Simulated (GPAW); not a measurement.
# CdS (Greenockite) (P6_3mc) in GPAW: settings compared

The runs below take CdS (Greenockite) through equation of state, band structure, with PBE, LDA.

Program: GPAW 26.7.0. These are calculated values, not measurements. Logs are shortened: lines on timing, memory, paths and dates and some standing lists are left out, and cuts for length are marked. The log counts tension as positive stress, the text compression.

**What was measured.**

From “Isotope dependence of band-gap energy”, 2008, arxiv:0807.2152, for a bulk crystal of CdS: band gap 2.5809 ± 0.0002 eV.

The runs below are set against these values where they give the same quantity.

## 1. Starting point

Symmetry: P6_3mc, No. 186, hexagonal system. The conventional cell has a = 4.150 Å, b = 4.150 Å, c = 6.737 Å, α = 90.00°, β = 90.00°, γ = 120.00°. Around Cd (site symmetry 3m) lie 4 S at 2.53 to 2.54 Å. S (site symmetry 3m) has 4 Cd at 2.53 to 2.54 Å as nearest neighbours.

## 2. Equation of state, PBE

run.py reads:

```python
from ase.eos import EquationOfState
from ase.io import Trajectory, read
from ase.units import GPa
from gpaw import GPAW, PW

atoms = read('CdS.cif')

traj = Trajectory('eos.traj', 'w')
volumes, energies = [], []
for x in [0.94, 0.96, 0.98, 1.0, 1.02, 1.04, 1.06]:
    a = atoms.copy()
    a.set_cell(atoms.cell * x**(1 / 3), scale_atoms=True)
    calc = GPAW(mode=PW(600),
                xc='PBE',
                kpts={'size': (5, 5, 3), 'gamma': True},
                occupations={'name': 'fermi-dirac', 'width': 0.05},
                setups={'S': 'v3'},
                nbands=-13,
                convergence={'density': 1e-05, 'energy': 1e-05},
                maxiter=150,
                txt=f'eos-{x:.2f}.txt')
    a.calc = calc
    energies.append(a.get_potential_energy(force_consistent=True))
    volumes.append(a.get_volume())
    p = -a.get_stress()[:3].mean() / GPa
    calc.write(f'eos-{x:.2f}.gpw')
    traj.write(a)
    print(f'{x:.2f} {volumes[-1]:10.4f} A^3 {energies[-1]:14.6f} eV {p:9.3f} GPa', flush=True)

v0, e0, B = EquationOfState(volumes, energies, eos='birchmurnaghan').fit()
print(f'V0 = {v0:.4f} A^3, E0 = {e0:.6f} eV, B0 = {B / GPa:.2f} GPa')
```

CdS.cif reads:

```cif
data_CdS
_cell_length_a 4.15000000
_cell_length_b 4.15000000
_cell_length_c 6.73700000
_cell_angle_alpha 90.00000000
_cell_angle_beta 90.00000000
_cell_angle_gamma 120.00000000
_space_group_name_H-M_alt 'P1'
_space_group_name_Hall 'P 1'
_space_group_IT_number 1
loop_
_space_group_symop_operation_xyz
'x,y,z'
loop_
_atom_site_label
_atom_site_type_symbol
_atom_site_symmetry_multiplicity
_atom_site_Wyckoff_symbol
_atom_site_fract_x
_atom_site_fract_y
_atom_site_fract_z
_atom_site_occupancy
Cd1 Cd 1 a 0.6666666667 0.3333333333 0.5000000000 1
Cd2 Cd 1 a 0.3333333333 0.6666666667 0.0000000000 1
S1 S 1 a 0.6666666667 0.3333333333 0.8750000000 1
S2 S 1 a 0.3333333333 0.6666666667 0.3750000000 1
```

Potentials or basis: GPAW PAW data sets (gpaw-data 1.2.1), newer versions, pw.

Command:

```sh
OMP_NUM_THREADS=1 python run.py
```

The program printed:

```text
__  _  _
 | _ |_)|_||  |
 |__||  | ||/\| - 26.7.0

Input parameters:
  mode=PW(ecut=600.0),
  convergence={'density': 1e-05, 'energy': 1e-05},
  kpts=MonkhorstPack(size=(5, 5, 3), gamma=True),
  maxiter=150,
  nbands=-13,
  occupations=Occupations(name='fermi-dirac', width=0.05),
  setups={'S': 'v3'},
  xc=XC(name='PBE')

Diagonalizing LCAO Hamiltonian
Converting LCAO to pw mode

            S

            Cd
        S

        Cd

Atoms  # Å, Bohr magnetons
|   | symbol |         x |        y |        z |    initial magnetic moments |
|---|--------|-----------|----------|----------|-----------------------------|
| 0 |     Cd |  2.032641 | 1.173546 | 3.299736 | ( 0.0000,  0.0000,  0.0000) |
| 1 |     Cd | -0.000000 | 2.347092 | 0.000000 | ( 0.0000,  0.0000,  0.0000) |
| 2 |      S |  2.032641 | 1.173546 | 5.774538 | ( 0.0000,  0.0000,  0.0000) |
| 3 |      S | -0.000000 | 2.347092 | 2.474802 | ( 0.0000,  0.0000,  0.0000) |

Unit cell  # Å
| periodic |         x |        y |        z |  lengths |     angles |
|----------|-----------|----------|----------|----------|------------|
|      yes |  4.065282 | 0.000000 | 0.000000 | 4.065282 |  90.000000 |
|      yes | -2.032641 | 3.520638 | 0.000000 | 4.065282 |  90.000000 |
|      yes |  0.000000 | 0.000000 | 6.599472 | 6.599472 | 120.000000 |

Number of symmetries: 6
Symmetry operations  # r_c * U_cc + t_c -> r_c
|   | kind |            matrix            |
|---|------|------------------------------|
| 0 |  σ   |  1, 1, 0,  0,-1, 0,  0, 0, 1 |
| 1 |  E   |  1, 0, 0,  0, 1, 0,  0, 0, 1 |
| 2 |  C3  |  0, 1, 0, -1,-1, 0,  0, 0, 1 |
| 3 |  σ   |  0,-1, 0, -1, 0, 0,  0, 0, 1 |
| 4 |  σ   | -1, 0, 0,  1, 1, 0,  0, 0, 1 |
| 5 |  C3  | -1,-1, 0,  1, 0, 0,  0, 0, 1 |

BZ-sampling:
  Number of BZ points: 75
  Number of IBZ points: 12

  Monkhorst-Pack size: [5, 5, 3]
  Monkhorst-Pack shift: [0, 0, 0]

K-points  # in reciprocal-cell coordinates
|     |                                coordinates |     weight |
|-----|--------------------------------------------|------------|
|   0 | (  0.00000000,   0.00000000,   0.00000000) | 0.01333333 |
|   1 | (  0.00000000,   0.00000000,   0.33333333) | 0.02666667 |
|   2 | (  0.20000000,   0.00000000,  -0.33333333) | 0.08000000 |
|   3 | (  0.20000000,   0.00000000,   0.00000000) | 0.08000000 |
|   4 | (  0.20000000,   0.00000000,   0.33333333) | 0.08000000 |
|   5 | (  0.40000000,  -0.20000000,   0.00000000) | 0.08000000 |
|   6 | (  0.40000000,  -0.20000000,   0.33333333) | 0.16000000 |
|   7 | (  0.40000000,   0.00000000,  -0.33333333) | 0.08000000 |
|   8 | (  0.40000000,   0.00000000,   0.00000000) | 0.08000000 |
|   9 | (  0.40000000,   0.00000000,   0.33333333) | 0.08000000 |
| ... |                                            |            |
|  11 | (  0.40000000,   0.40000000,   0.33333333) | 0.16000000 |

Plane wave coefficients: 3166
Cutoff: 600.0 eV

Spin-components: 1 (collinear spins)
Bands:           31
Projectors:      22
Spin-degeneracy: 2
Datatype:        complex128

Density:
  Valence electrons: 36.0
  Components: 1
  Grid points: [24 24 40]
  Charge: 0.0  # |e|

Potential:
  Grid points: [24 24 40]

species:
  Cd:
    name:    Cadmium
    Z:       48.0
    valence: 12
    core:    36
    charge:  0.0  # [|e|]
    compensation charges:
      type: gauss
      rc: 0.38  # [Å]
      lmax: 2
    cutoffs:
      filter: 2.12  # [Å]
      core: 2.62  # [Å]
    projectors
    | kind |    occ | energy [eV] | rcut [Å] |
    |------|--------|-------------|----------|
    |   5s |  2.000 |      -5.655 |    1.191 |
    |   5p |  0.000 |      -1.186 |    1.228 |
    |   4d | 10.000 |     -11.739 |    1.164 |
    |    s |        |      21.556 |    1.191 |
    |    p |        |      26.026 |    1.228 |
    |    d |        |      15.473 |    1.164 |

    Using partial waves for Cd as LCAO basis

  S:
    name:    Sulfur
    Z:       16.0
    valence: 6
    core:    10
    charge:  0.0  # [|e|]
    compensation charges:
      type: gauss
      rc: 0.26  # [Å]
      lmax: 2
    cutoffs:
      filter: 2.13  # [Å]
      core: 1.67  # [Å]
    projectors
    | kind |    occ | energy [eV] | rcut [Å] |
    |------|--------|-------------|----------|
    |   3s |  2.000 |     -17.256 |    1.217 |
    |   3p |  4.000 |      -7.009 |    0.953 |
    |    s |        |       9.955 |    1.217 |
    |    p |        |      20.203 |    0.953 |
    |    d |        |       0.000 |    0.847 |

    Using partial waves for S as LCAO basis

Reference energy: -326063.279002  # eV

eigensolver:
  PPCG
  Converge bands: occupied
  niter=2

density mixing:
  MSR1-Mixer
  Pratt-step length: 0.05
  Maximum mixing coefficient: 0.75
  Old densities: 10
  SVD Regularization: 0.005
  Good broyden scale: 1.0
  Trust region scale: 1.0
  Backstep threshold: 4.0
  History deletion threshold: 6.0
  Fourier metric: weight=20.0, sigma=0.015

occupation numbers:
  Fermi-Dirac:
    width: 0.0500  # eV

poisson solver:
  ecut: 4800.0  # eV

xc functional:
[... 9 lines left out ...]
|iter     | |      energy | eigst |  dens |
|---------|-|-------------|-------|-------|
|iter:   1| |  -13.466448 | -0.34 |       |
|iter:   2| |  -13.258186 | -1.78 | -1.12 |
|iter:   3| |  -12.475632 | -1.35 | -1.17 |
|iter:   4| |  -12.468297 | -3.03 | -1.70 |
|iter:   5| |  -12.467312 | -3.57 | -2.13 |
|iter:   6| |  -12.467440 | -4.78 | -2.72 |
|iter:   7| |  -12.467452c| -6.15 | -3.50 |
|iter:   8| |  -12.467452c| -7.33 | -4.21 |
|iter:   9| |  -12.467452c| -7.86c| -4.98 |
|iter:  10| |  -12.467452c| -8.12c| -5.27c|

Converged in 10 steps
Energy contributions relative to reference atoms: (reference = -326063.279002)

Energy contributions:
  Kinetic:          45.817076
  Coulomb:         -40.257006
  Zero:              0.067127
  External:          0.000000
  Xc:              -18.094650
  Entropy:          -0.000000
  Spinorbit:         0.000000
  ----------------------------
  Free energy:     -12.467452
  Extrapolated:    -12.467452

dipole moment: (-0.000015, -0.000012, -18.452339)  # |e|*Ang

Fermi level: 4.806
Eigenvalues  # (at kpt = [0.000, 0.000, 0.000])
| band index |      eig [eV] | occ [0-2] |
|------------|---------------|-----------|
|          0 |        -8.578 |     2.000 |
|        ... |               |           |
|         10 |        -3.139 |     2.000 |
|         11 |        -2.754 |     2.000 |
|         12 |        -0.612 |     2.000 |
|         13 |         3.267 |     2.000 |
|         14 |         3.267 |     2.000 |
|         15 |         4.072 |     2.000 |
[... 8 lines left out ...]
|         24 |        11.688 |     0.000 |
|         25 |        11.999 |     0.000 |
|        ... |               |           |
|         30 |        16.308 |     0.000 |

Gap: 1.319 eV
Transition (v -> c):
  (s=0, k=0, n=17, [0.00, 0.00, 0.00]) -> (s=0, k=0, n=18, [0.00, 0.00, 0.00])
No difference between direct/indirect transitions

Stress tensor  # eV/Ang^3
|         x |         y |         z |
|-----------|-----------|-----------|
| -0.037506 |  0.000000 | -0.000000 |
|  0.000000 | -0.037506 |  0.000000 |
| -0.000000 |  0.000000 | -0.042604 |

# Writing to eos-0.94.gpw (mode='')
```

stdout:

```text
0.94    94.4542 A^3     -12.467452 eV     6.281 GPa
0.96    96.4639 A^3     -12.535919 eV     4.645 GPa
0.98    98.4735 A^3     -12.584953 eV     3.178 GPa
1.00   100.4832 A^3     -12.616552 eV     1.863 GPa
1.02   102.4928 A^3     -12.632519 eV     0.684 GPa
1.04   104.5025 A^3     -12.634450 eV    -0.375 GPa
1.06   106.5122 A^3     -12.623792 eV    -1.325 GPa
V0 = 103.7837 A^3, E0 = -12.635279 eV, B0 = 53.85 GPa
```

It took 3 min on 1 thread of Arm Neoverse V1, shared host; peak memory 0.39 GiB.

What came out:

- Equilibrium volume: 25.95 Å³/atom
- Bulk modulus at fixed shape and positions: 54 GPa
- Pressure derivative of the bulk modulus: 4.6

Energy against volume, from the lowest point:
```
volume (Å³/atom)  energy (meV/atom)
          23.614              41.75
          24.116              24.63
          24.618              12.37
          25.121               4.47
          25.623               0.48
          26.126               0.00
          26.628               2.66
```

Caveat: the cell was scaled at fixed shape and fractional positions, which overstates the stiffness of a crystal with free parameters, most of all of layers and chains.

(Part 1 of 2 ends here.)
